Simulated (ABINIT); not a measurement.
A run of ABINIT 10.8.3 (patched build):

run.abi

```
# Datasets: one volume each
ndtset 7
getwfk -1
scalecart1 3*0.9795861087
scalecart2 3*0.9864848297
scalecart3 3*0.9932883884
scalecart4 3*1.0000000000
scalecart5 3*1.0066227096
scalecart6 3*1.0131594038
scalecart7 3*1.0196128224

# Pseudopotentials
pp_dirpath "./"
pseudos "Ti.GGA_PBE-JTH.xml"

# Structure
acell 2.8422953752 2.8422953752 2.8422953752 Angstrom
rprim
    -0.5773502692     0.5773502692     0.5773502692
     0.5773502692    -0.5773502692     0.5773502692
     0.5773502692     0.5773502692    -0.5773502692
ntypat 1
znucl 22
natom 1
typat 1
xred
     0.0000000000     0.0000000000     0.0000000000

# Plane-wave basis
ecut 408.170794 eV
pawecutdg 30.0

# k points
kptopt 1
ngkpt 11 11 11
nshiftk 1
shiftk 0.0 0.0 0.0

# Exchange and correlation
ixc 11
vdw_xc 6

# Bands and occupations
nband 10
occopt 3
tsmear 0.00183747

# SCF cycle
nstep 100
tolvrs 1.0e-9

# Output
iomode 3
prtwf 1
prtden 0
prteig 0
prtebands 0
enunit 1
```

Potentials or basis: JTH PAW PBE v2.0.

Run with:

```bash
$ abinit run.abi > log 2>&1
```

Hardware: 1 thread of Arm Neoverse V2, with other jobs on the host.

Problem. Estimate the wall time of this run.

Solution. Wall time 29 s on 1 thread of Arm Neoverse V2, with other jobs on the host, peak memory 0.12 GiB. Counts: scf iterations 58, mpi ranks 1, k points 56, bands 10, plane waves 323.
